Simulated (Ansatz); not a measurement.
Runs of Ansatz 0.2.0 on B. The structure is cubic, space group Pm-3m (No. 221). Conventional cell: a = 1.885 Å, b = 1.885 Å, c = 1.885 Å, α = 90.00°, β = 90.00°, γ = 90.00°. Around B (site symmetry m-3m) lie 6 B at 1.89 Å. The cell was built by a generator and needn't be a form met in nature.

| task | level | cell | cutoff (eV) | points for each segment of the path | gap on the mesh (eV) | pressure (GPa) | relaxed volume (Å³/atom) |
| --- | --- | --- | --- | --- | --- | --- | --- |
| relaxation of cell and atoms | PBE0 | relaxed | 420 | - | none | 0.0 | 6.56 |
| relaxation of cell and atoms | HSE03 | relaxed | 420 | - | none | 0.0 | 6.59 |
| single point | r2SCAN50 | as given | 500 | - | none | (c) | - |
| single point | HF | as given | 420 | - | none | 7.3 | - |
| single point | r2SCANh | as given | 500 | - | none | -3.1 | - |
| relaxation of cell and atoms | HF | relaxed | 420 | - | none | 0.0 | (a) |
| band structure | HSEsol | as given | 420 | 4 | none | -6.5 | - |
| relaxation of cell and atoms | PBEsol0 | relaxed | 420 | - | none | 0.0 | 6.52 |
| band structure | HSE06 | as given | 420 | 4 | none | -4.5 | - |
| single point | B3LYP | as given | 420 | - | none | 1.2 | - |
| single point | PBE0 | as given | 420 | - | none | (b) | - |
| relaxation of cell and atoms | HSEsol | relaxed | 420 | - | none | 0.0 | 6.52 |

Alike in all rows: potentials or basis Ansatz PAW; no spin polarisation; k mesh 7 × 7 × 7; smearing fermi-dirac 0.05 eV; the mesh is coarse, so values aren't converged.

Problem. Estimate the missing entries.

Solution. (a) 6.91; (b) -5.0; (c) -7.7.

Caveats: all runs use coarse meshes; the PAW data sets come from PBE, with cores solved anew for the run's functional, which leaves a small shift of forces and pressure; the thresholds are loose for stress (some runs); the plane-wave basis is chosen anew once the cell has moved, so the energies of steps on either side of that aren't comparable (some runs).

A gap of «none» marks a metal or a gap under the smearing width.
